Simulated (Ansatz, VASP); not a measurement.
**HfC: VASP beside Ansatz**

The input INCAR:

```
PREC = Accurate ; ENCUT = 520
EDIFF = 1E-7 ; ISMEAR = -1
SIGMA = 0.05 ; LREAL = F
LASPH = T ; NELM = 60
ALGO = Normal ; ISIF = 2
LWAVE = F ; LCHARG = F
GGA = PS ; NBANDS = 22
```

Contents of KPOINTS:

```
regular mesh
0
Gamma
  9 9 5
```

Contents of POSCAR:

```
HfC
1.0
    3.3650048841      0.0000000000      0.0000000000
   -1.6825024420      2.9141797134      0.0000000000
    0.0000000000      0.0000000000      5.2371700637
Hf C
2 2
Direct
    0.3333333333      0.6666666667      0.2500000000
    0.6666666667      0.3333333333      0.7500000000
    0.0000000000      0.0000000000      0.5000000000
    0.0000000000      0.0000000000      0.0000000000
```

Contents of input.yaml:

```yaml
crystal:
  lattice:
    - [3.3650048841, 0.0, 0.0]
    - [-1.682502442, 2.9141797134, 0.0]
    - [0.0, 0.0, 5.2371700637]
  atoms:
    - { symbol: Hf, position: [0.3333333333, 0.6666666667, 0.25] }
    - { symbol: Hf, position: [0.6666666667, 0.3333333333, 0.75] }
    - { symbol: C, position: [0.0, 0.0, 0.5] }
    - { symbol: C, position: [0.0, 0.0, 0.0] }
hamiltonian:
  xc: pbesol
  pseudopotentials: { kind: paw }
kpoints:
  mp_grid: { grid: [9, 9, 5] }
scf:
  occupations: { method: fermi_dirac, width: 0.05 }
output:
  forces: true
  stress: true
  eigenvalues: true
```

Change from the starting cell: volume scaled by 1.02.

Alike in both runs: task single point; functional PBEsol; k mesh 9 × 9 × 5; occupations fermi-dirac, width 0.05 eV; no spin polarisation.

```csv
,VASP,Ansatz
version,VASP 6.6.1,Ansatz 0.2.0
potentials or method,"VASP PAW PBE potentials, release 64 (Hf_pv, C)",Ansatz PAW
plane-wave cutoff (eV),520,420
valence electrons in the cell,28,60
```

VASP gave:

| Item | Value |
| --- | --- |
| gap on the k mesh at the Fermi level (eV) | none |
| pressure (GPa) | -12.1 |
| largest component of the traceless stress (GPa) | 2.25 |

Question: What did Ansatz give for the same quantities?

Answer: gap on the k mesh at the Fermi level (eV): none; pressure (GPa): -11.5; largest component of the traceless stress (GPa): 2.23.

A gap of «none» marks a metal or a gap that the smearing closes. The two sets of potentials don't hold the same shells in valence.

Caveats: the PAW data sets were made with another functional, which shifts forces and pressure a little (VASP); the PAW data sets come from PBE, with cores solved anew for the run's functional, which leaves a small shift of forces and pressure (Ansatz). The runs have no spin-orbit coupling, so splittings on Hf are missing.
